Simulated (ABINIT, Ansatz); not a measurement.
# GaAs (F-43m): modes at Γ and the response to a field, part 2 of 2

Aim: the zone-centre modes of GaAs (F-43m).

ABINIT 10.8.3; DFT LDA, scalar-relativistic, plane waves, HGH norm-conserving pseudopotentials.

So far. Step 3 (Self-consistent run for the response): The cell stands at -0.25 GPa: the relaxation ran with a smoothed cutoff and on another k mesh. Step 5 (Linear response at Γ): The acoustic modes at Γ come out as far as 1.2 cm⁻¹ from zero, where they should vanish, a small numerical error; the Born charges miss their sum rule by 0.020 e, which is fair. The relaxed cell has a = 5.528 Å (conventional setting).

## (6) Zone-centre analysis

anaddb reads the merged derivatives, imposes the acoustic sum rule and charge neutrality, and adds the LO-TO term along chosen directions.

anaddb.abi reads:

```
ddb_filepath "gamma_DDB"
output_file "anaddb.abo"
outdata_prefix "anaddb"
asr 1
chneut 1
enunit 2
eivec 1
nph1l 1
qph1l 0.0 0.0 0.0 1.0
dieflag 1
nph2l 3
qph2l 
    1.0 0.0 0.0 0.0
    0.0 0.0 1.0 0.0
    1.0 1.0 1.0 0.0
```

mrgddb.in reads:

```
gamma_DDB
merged
2
dfpt_gammao_DS2_DDB
gso_DDB
```

Started as:

```bash
$ mrgddb < mrgddb.in > mrgddb.log
$ OMP_NUM_THREADS=1 anaddb anaddb.abi > anaddb.log
```

anaddb.abo, the main output file:

```text
[banners, grids, parts of the stress and lines that vanish by symmetry left out]
-outvars_anaddb: echo values of input variables ----------------------

 Flags :
[...]
Dielectric Tensor and Effective Charges
[...]
Effective charge tensors after
[...]
Phonon wavevector (reduced coordinates) :  0.00000  0.00000  0.00000
 Phonon energies in Hartree :
[...]
Phonon energies in meV     :
-  0.000000E+00  0.000000E+00  0.000000E+00  3.369417E+01  3.369417E+01
-  3.369417E+01
 Phonon frequencies in cm-1    :
-  0.000000E+00  0.000000E+00  0.000000E+00  2.717618E+02  2.717618E+02
-  2.717618E+02
 Phonon frequencies in Thz     :
-  0.000000E+00  0.000000E+00  0.000000E+00  8.147215E+00  8.147215E+00
-  8.147215E+00
 Phonon energies in Kelvin  :
-  0.000000E+00  0.000000E+00  0.000000E+00  3.910047E+02  3.910047E+02
-  3.910047E+02
[...]
-  1  0.00000000E+00  0.00000000E+00 -1.94746142E-03
-     0.00000000E+00  0.00000000E+00  0.00000000E+00
-  2  0.00000000E+00  0.00000000E+00 -1.94746132E-03
-     0.00000000E+00  0.00000000E+00  0.00000000E+00
[...]
-  1  0.00000000E+00  1.94746142E-03  0.00000000E+00
-     0.00000000E+00  0.00000000E+00  0.00000000E+00
-  2  0.00000000E+00  1.94746132E-03  0.00000000E+00
-     0.00000000E+00  0.00000000E+00  0.00000000E+00
[...]
-  1  1.94746142E-03  0.00000000E+00  0.00000000E+00
-     0.00000000E+00  0.00000000E+00  0.00000000E+00
-  2  1.94746132E-03  0.00000000E+00  0.00000000E+00
-     0.00000000E+00  0.00000000E+00  0.00000000E+00
[...]
-  1  0.00000000E+00  0.00000000E+00  2.01875819E-03
-     0.00000000E+00  0.00000000E+00  0.00000000E+00
-  2  0.00000000E+00  0.00000000E+00 -1.87868256E-03
-     0.00000000E+00  0.00000000E+00  0.00000000E+00
[...]
-  1  0.00000000E+00  2.01875818E-03  0.00000000E+00
-     0.00000000E+00  0.00000000E+00  0.00000000E+00
-  2  0.00000000E+00 -1.87868256E-03  0.00000000E+00
-     0.00000000E+00  0.00000000E+00  0.00000000E+00
[...]
-  1  2.01875818E-03  0.00000000E+00  0.00000000E+00
-     0.00000000E+00  0.00000000E+00  0.00000000E+00
-  2 -1.87868256E-03  0.00000000E+00  0.00000000E+00
-     0.00000000E+00  0.00000000E+00  0.00000000E+00
[...]
-     1          0.000000     0.000000    -0.000000     0.000000
-     2          0.000000     0.000000     0.000000     0.000000
-     3          0.000000    -0.000000    -0.000000     0.000000
-     4         -0.000000     0.000000     2.842868     2.842868
-     5          0.000087     2.842868    -0.000000     2.842868
-     6          2.842868    -0.000087     0.000000     2.842868
[...]
-   1     Real    0.0000E+00  0.0000E+00  0.0000E+00  0.0000E+00  0.0000E+00  0.0000E+00  0.0000E+00
[...]
-   2     Real    0.0000E+00  0.0000E+00  0.0000E+00  0.0000E+00  0.0000E+00  0.0000E+00  0.0000E+00
[...]
-   3     Real    0.0000E+00  0.0000E+00  0.0000E+00  0.0000E+00  0.0000E+00  0.0000E+00  0.0000E+00
[...]
-   4     Real    0.0000E+00  0.0000E+00  6.1461E-05  0.0000E+00  0.0000E+00  0.0000E+00  6.1461E-05
[...]
-   5     Real    5.8162E-14  6.1461E-05  0.0000E+00  1.8907E-09  0.0000E+00  0.0000E+00  6.1461E-05
[...]
-   6     Real    6.1461E-05  5.8162E-14  0.0000E+00 -1.8907E-09  0.0000E+00  0.0000E+00  6.1461E-05
[...]
Phonon at Gamma, with non-analyticity in the
[...]
Phonon energies in Hartree :
[...]
Phonon energies in meV     :
-  0.000000E+00  0.000000E+00  0.000000E+00  3.369417E+01  3.369417E+01
-  3.602951E+01
 Phonon frequencies in cm-1    :
-  0.000000E+00  0.000000E+00  0.000000E+00  2.717618E+02  2.717618E+02
-  2.905976E+02
 Phonon frequencies in Thz     :
-  0.000000E+00  0.000000E+00  0.000000E+00  8.147215E+00  8.147215E+00
-  8.711896E+00
 Phonon energies in Kelvin  :
-  0.000000E+00  0.000000E+00  0.000000E+00  3.910047E+02  3.910047E+02
-  4.181051E+02
[...]
-  1  0.00000000E+00  0.00000000E+00 -1.94746142E-03
-     0.00000000E+00  0.00000000E+00  0.00000000E+00
-  2  0.00000000E+00  0.00000000E+00 -1.94746132E-03
-     0.00000000E+00  0.00000000E+00  0.00000000E+00
[...]
Phonon at Gamma, with non-analyticity in the
[...]
Phonon energies in Hartree :
[...]
Phonon energies in meV     :
-  0.000000E+00  0.000000E+00  0.000000E+00  3.369417E+01  3.369417E+01
-  3.602951E+01
 Phonon frequencies in cm-1    :
-  0.000000E+00  0.000000E+00  0.000000E+00  2.717618E+02  2.717618E+02
-  2.905976E+02
 Phonon frequencies in Thz     :
-  0.000000E+00  0.000000E+00  0.000000E+00  8.147215E+00  8.147215E+00
-  8.711896E+00
 Phonon energies in Kelvin  :
-  0.000000E+00  0.000000E+00  0.000000E+00  3.910047E+02  3.910047E+02
-  4.181051E+02
[...]
Phonon at Gamma, with non-analyticity in the
[...]
Phonon energies in Hartree :
[...]
Phonon energies in meV     :
-  0.000000E+00  0.000000E+00  0.000000E+00  3.369417E+01  3.369417E+01
-  3.602951E+01
 Phonon frequencies in cm-1    :
-  0.000000E+00  0.000000E+00  0.000000E+00  2.717618E+02  2.717618E+02
-  2.905976E+02
 Phonon frequencies in Thz     :
-  0.000000E+00  0.000000E+00  0.000000E+00  8.147215E+00  8.147215E+00
-  8.711896E+00
 Phonon energies in Kelvin  :
-  0.000000E+00  0.000000E+00  0.000000E+00  3.910047E+02  3.910047E+02
-  4.181051E+02
[...]
-  1  0.00000000E+00  1.94746142E-03  0.00000000E+00
-     0.00000000E+00  0.00000000E+00  0.00000000E+00
-  2  0.00000000E+00  1.94746132E-03  0.00000000E+00
-     0.00000000E+00  0.00000000E+00  0.00000000E+00
[...]
-  1  1.94746142E-03  0.00000000E+00  0.00000000E+00
-     0.00000000E+00  0.00000000E+00  0.00000000E+00
-  2  1.94746132E-03  0.00000000E+00  0.00000000E+00
-     0.00000000E+00  0.00000000E+00  0.00000000E+00
[...]
-  1  2.67174266E-04  1.27501350E-03 -1.54218776E-03
-     0.00000000E+00  0.00000000E+00  0.00000000E+00
-  2 -2.48635838E-04 -1.18654410E-03  1.43517994E-03
-     0.00000000E+00  0.00000000E+00  0.00000000E+00
[...]
-  1  1.62651191E-03 -1.04463566E-03 -5.81876252E-04
-     0.00000000E+00  0.00000000E+00  0.00000000E+00
-  2 -1.51365308E-03  9.72151494E-04  5.41501589E-04
-     0.00000000E+00  0.00000000E+00  0.00000000E+00
[...]
Direction                     Dielectric constant
[...]
0.00000   0.00000   1.00000     14.09451031
   1.00000   1.00000   1.00000     14.09451031
-
```

Elapsed: 2 s, on 1 thread of Intel Xeon Platinum 8488C (Sapphire Rapids), shared host.

Numbers from this step:

* mean static dielectric constant: 14.09
* highest mode moved by the LO-TO term: 290.6 cm⁻¹

No LO-TO term; unit eigenvectors of the mass-weighted matrix, from anaddb's displacements. The modes at Γ (shares of kinetic energy by element, %):

```
mode  frequency (cm⁻¹)  symmetry  Ga %  As %
   1               0.0  acoustic    48    52
   2               0.0  acoustic    48    52
   3               0.0  acoustic    48    52
   4             271.8        T2    52    48
   5             271.8        T2    52    48
   6             271.8        T2    52    48
```

Displacements in mode 5 (271.8 cm⁻¹), the largest set to 1:
```
Ga1  0.00  1.00  0.00
As2  0.00 -0.93  0.00
```

Trace of the oscillator strength, degenerate modes summed. Infrared lines, with heights relative to the strongest:

```csv
position (cm⁻¹),lines merged,"IR intensity, relative"
272,3,100
```

Static dielectric tensor (ions relaxed, fixed cell):

```
14.09  0.00  0.00
 0.00 14.09  0.00
 0.00  0.00 14.09
```

The rule moves no optical mode by more than 0.1 cm⁻¹.

## (7) Sum rules set otherwise (asr 0)

Without the rule the raw error of the acoustic modes shows.

anaddb.abi: that of step 6 with these lines changed.

```diff
@@ -3,4 +3,4 @@
 outdata_prefix "anaddb"
-asr 1
-chneut 1
+asr 0
+chneut 0
 enunit 2
```

mrgddb.in is that of step 6.

anaddb.abo, the main output file:

```text
[banners, grids, parts of the stress and lines that vanish by symmetry left out]
-outvars_anaddb: echo values of input variables ----------------------

 Flags :
[...]
Dielectric Tensor and Effective Charges
[...]
Effective charge tensors after
[...]
Phonon wavevector (reduced coordinates) :  0.00000  0.00000  0.00000
 Phonon energies in Hartree :
[...]
Phonon energies in meV     :
- -1.478222E-01 -1.478222E-01 -1.478222E-01  3.369387E+01  3.369387E+01
-  3.369387E+01
 Phonon frequencies in cm-1    :
- -1.192266E+00 -1.192266E+00 -1.192266E+00  2.717594E+02  2.717594E+02
-  2.717594E+02
 Phonon frequencies in Thz     :
- -3.574324E-02 -3.574324E-02 -3.574324E-02  8.147142E+00  8.147142E+00
-  8.147142E+00
 Phonon energies in Kelvin  :
- -1.715405E+00 -1.715405E+00 -1.715405E+00  3.910011E+02  3.910011E+02
-  3.910011E+02
[...]
-  1  0.00000000E+00  0.00000000E+00 -1.94742699E-03
-     0.00000000E+00  0.00000000E+00  0.00000000E+00
-  2  0.00000000E+00  0.00000000E+00 -1.94749336E-03
-     0.00000000E+00  0.00000000E+00  0.00000000E+00
[...]
-  1  0.00000000E+00 -1.94742699E-03  0.00000000E+00
-     0.00000000E+00  0.00000000E+00  0.00000000E+00
-  2  0.00000000E+00 -1.94749336E-03  0.00000000E+00
-     0.00000000E+00  0.00000000E+00  0.00000000E+00
[...]
-  1  1.94742699E-03  0.00000000E+00  0.00000000E+00
-     0.00000000E+00  0.00000000E+00  0.00000000E+00
-  2  1.94749336E-03  0.00000000E+00  0.00000000E+00
-     0.00000000E+00  0.00000000E+00  0.00000000E+00
[...]
-  1  0.00000000E+00  0.00000000E+00  2.01879140E-03
-     0.00000000E+00  0.00000000E+00  0.00000000E+00
-  2  0.00000000E+00  0.00000000E+00 -1.87864934E-03
-     0.00000000E+00  0.00000000E+00  0.00000000E+00
[...]
-  1  0.00000000E+00 -2.01879140E-03  0.00000000E+00
-     0.00000000E+00  0.00000000E+00  0.00000000E+00
-  2  0.00000000E+00  1.87864934E-03  0.00000000E+00
-     0.00000000E+00  0.00000000E+00  0.00000000E+00
[...]
-  1  2.01879140E-03  0.00000000E+00  0.00000000E+00
-     0.00000000E+00  0.00000000E+00  0.00000000E+00
-  2 -1.87864934E-03  0.00000000E+00  0.00000000E+00
-     0.00000000E+00  0.00000000E+00  0.00000000E+00
[...]
-     1         -0.000000     0.000001     0.014400     0.014400
-     2         -0.000000     0.014400    -0.000001     0.014400
-     3         -0.014400    -0.000000    -0.000000     0.014400
-     4         -0.000000    -0.000000     2.842350     2.842350
-     5          0.000059    -2.842350     0.000000     2.842350
-     6          2.842350     0.000059     0.000000     2.842350
[...]
-   1     Real    0.0000E+00  0.0000E+00  1.5729E-09  0.0000E+00 -3.9905E-14  6.9007E-14  1.5729E-09
[...]
-   2     Real    0.0000E+00  1.5729E-09  0.0000E+00 -2.4709E-14  0.0000E+00 -6.9008E-14  1.5729E-09
[...]
-   3     Real    1.5729E-09  0.0000E+00  0.0000E+00  2.4710E-14  3.9904E-14  0.0000E+00  1.5729E-09
[...]
-   4     Real    0.0000E+00  0.0000E+00  6.1439E-05  0.0000E+00  0.0000E+00  0.0000E+00  6.1439E-05
[...]
-   5     Real    2.6747E-14  6.1439E-05  0.0000E+00 -1.2819E-09  0.0000E+00  0.0000E+00  6.1439E-05
[...]
-   6     Real    6.1439E-05  2.6747E-14  0.0000E+00  1.2819E-09  0.0000E+00  0.0000E+00  6.1439E-05
[...]
Phonon at Gamma, with non-analyticity in the
[...]
Phonon energies in Hartree :
[...]
Phonon energies in meV     :
- -1.478222E-01 -1.478222E-01 -1.349332E-01  3.369387E+01  3.369387E+01
-  3.602841E+01
 Phonon frequencies in cm-1    :
- -1.192266E+00 -1.192266E+00 -1.088309E+00  2.717594E+02  2.717594E+02
-  2.905887E+02
 Phonon frequencies in Thz     :
- -3.574324E-02 -3.574324E-02 -3.262670E-02  8.147142E+00  8.147142E+00
-  8.711631E+00
 Phonon energies in Kelvin  :
- -1.715405E+00 -1.715405E+00 -1.565835E+00  3.910011E+02  3.910011E+02
-  4.180923E+02
[...]
-  1  0.00000000E+00  0.00000000E+00  1.94742699E-03
-     0.00000000E+00  0.00000000E+00  0.00000000E+00
-  2  0.00000000E+00  0.00000000E+00  1.94749336E-03
-     0.00000000E+00  0.00000000E+00  0.00000000E+00
[...]
Phonon at Gamma, with non-analyticity in the
[...]
Phonon energies in Hartree :
[...]
Phonon energies in meV     :
- -1.478222E-01 -1.478222E-01 -1.349332E-01  3.369387E+01  3.369387E+01
-  3.602841E+01
 Phonon frequencies in cm-1    :
- -1.192266E+00 -1.192266E+00 -1.088310E+00  2.717594E+02  2.717594E+02
-  2.905887E+02
 Phonon frequencies in Thz     :
- -3.574324E-02 -3.574324E-02 -3.262670E-02  8.147142E+00  8.147142E+00
-  8.711631E+00
 Phonon energies in Kelvin  :
- -1.715405E+00 -1.715405E+00 -1.565835E+00  3.910011E+02  3.910011E+02
-  4.180923E+02
[...]
Phonon at Gamma, with non-analyticity in the
[...]
Phonon energies in Hartree :
[...]
Phonon energies in meV     :
- -1.478222E-01 -1.478222E-01 -1.349332E-01  3.369387E+01  3.369387E+01
-  3.602841E+01
 Phonon frequencies in cm-1    :
- -1.192266E+00 -1.192266E+00 -1.088310E+00  2.717594E+02  2.717594E+02
-  2.905887E+02
 Phonon frequencies in Thz     :
- -3.574324E-02 -3.574324E-02 -3.262670E-02  8.147142E+00  8.147142E+00
-  8.711631E+00
 Phonon energies in Kelvin  :
- -1.715405E+00 -1.715405E+00 -1.565835E+00  3.910011E+02  3.910011E+02
-  4.180923E+02
[...]
-  1  1.57838442E-03 -9.55810565E-04 -6.22575845E-04
-     0.00000000E+00  0.00000000E+00  0.00000000E+00
-  2  1.57843821E-03 -9.55843139E-04 -6.22597062E-04
-     0.00000000E+00  0.00000000E+00  0.00000000E+00
[...]
-  1  1.12508773E-03  1.12508648E-03  1.12508606E-03
-     0.00000000E+00  0.00000000E+00  0.00000000E+00
-  2  1.12369842E-03  1.12369716E-03  1.12369674E-03
-     0.00000000E+00  0.00000000E+00  0.00000000E+00
[...]
-  1  2.67176114E-04  1.27503611E-03 -1.54221223E-03
-     0.00000000E+00  0.00000000E+00  0.00000000E+00
-  2 -2.48629072E-04 -1.18652465E-03  1.43515372E-03
-     0.00000000E+00  0.00000000E+00  0.00000000E+00
[...]
-  1  1.62653909E-03 -1.04465085E-03 -5.81888242E-04
-     0.00000000E+00  0.00000000E+00  0.00000000E+00
-  2 -1.51362671E-03  9.72132448E-04  5.41494264E-04
-     0.00000000E+00  0.00000000E+00  0.00000000E+00
[...]
Direction                     Dielectric constant
[...]
0.00000   0.00000   1.00000     14.09390647
   1.00000   1.00000   1.00000     14.09390647
-
```

Wall time 1.1 s (1 thread).

Zone-centre frequencies as printed; negative means imaginary. Modes:

```csv
mode,frequency (cm⁻¹)
1,-1.19
2,-1.19
3,-1.19
4,271.8
5,271.8
6,271.8
```

## (8) Summary of results

| Item | Value |
| --- | --- |
| space group after relaxation | F-43m |
| volume per atom | 21.1 Å³ |
| highest optical zone-centre mode (no LO-TO term) | 271.8 cm⁻¹ |
| highest mode moved by the LO-TO term | 290.6 cm⁻¹ |
| mean high-frequency dielectric constant | 12.3 |
| largest Born charge in size (third of the trace) | 2.02 e |
| mean static dielectric constant | 14.1 |
| imaginary optical modes at the zone centre (no q mesh in this session) | none |

**Reading.** At the LDA level the optical modes of GaAs (F-43m) at the zone centre (no LO-TO term) lie at 272 cm⁻¹. Along the directions run, the highest mode that the macroscopic field moves lies at 291 cm⁻¹. Lattice motion raises the mean dielectric constant from 12.33 to 14.09. The Born charge of Ga is 2.001 e against a formal charge of +3: moving the atom carries less polarisation than a rigid ion would, as is usual in tetrahedral, largely covalent crystals. The Lyddane-Sachs-Teller relation holds: (ωLO/ωTO)² is 1.14 and ε₀/ε∞ is 1.14. These are harmonic frequencies at zero temperature: anharmonic shifts and linewidths and thermal expansion are left out. The HGH files keep few electrons and have no core correction, which is cheap but rough for As and Ga.

[Host names and launcher messages were left out of these logs when they were recorded.]

[Logs are printed without paths, hosts, clocks, repeated set-up lines and the standing remarks that a program may print on its own settings, such as how far it seeks lower states.]

[Hosts, paths, dates, database ids (printed as entryN), source tags and the programs' standing remarks are cut or masked in the printed files.]
